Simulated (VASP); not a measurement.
Al2O3, 5 atoms in the cell. It takes space group P-6m2 (No. 187, hexagonal). Conventional cell: a = 2.884 Å, b = 2.884 Å, c = 9.337 Å, α = 90.00°, β = 90.00°, γ = 120.00°. Al (site symmetry 3m) is surrounded by 3 O at 1.80 Å. O (site symmetry 3m) has 3 Al at 1.80 Å as nearest neighbours. O (site symmetry -6m2) has 6 Al at 2.18 Å as nearest neighbours. Measurements of this composition are mostly on another form, of space group No. 167.

```yaml
Program: VASP 6.6.1
Task: relaxation of cell and atoms
Functional: PBE
Potentials_or_basis: VASP PAW PBE potentials, release 64 (Al, O)
Cutoff: 600 eV
k_mesh: 8 × 8 × 3
Occupations: fermi-dirac, width 0.05 eV
Spin: no spin polarisation
Further_INCAR_settings: ALGO = Normal; EDIFF = 1e-07; IBRION = 2; EDIFFG = -0.01; NSW = 60; ISIF = 3
```

Potentials or basis: VASP PAW PBE potentials, release 64 (Al, O).

Launch:

```bash
$ cat potpaw_PBE.64/Al/POTCAR potpaw_PBE.64/O/POTCAR > POTCAR
$ mpirun -np 1 vasp_std > vasp.out
```

Hardware: 1 thread of Intel(R) Xeon(R) Platinum 8259CL CPU @ 2.50GHz (Skylake/Cascade Lake), with other jobs on the host.

Question: How long does it take, and how much memory?

Answer: Run time: 8.4 min on 1 thread of Intel(R) Xeon(R) Platinum 8259CL CPU @ 2.50GHz (Skylake/Cascade Lake), on a shared host, peak memory 0.2 GiB. Counts: scf iterations 266, k points 20, ion steps 29.
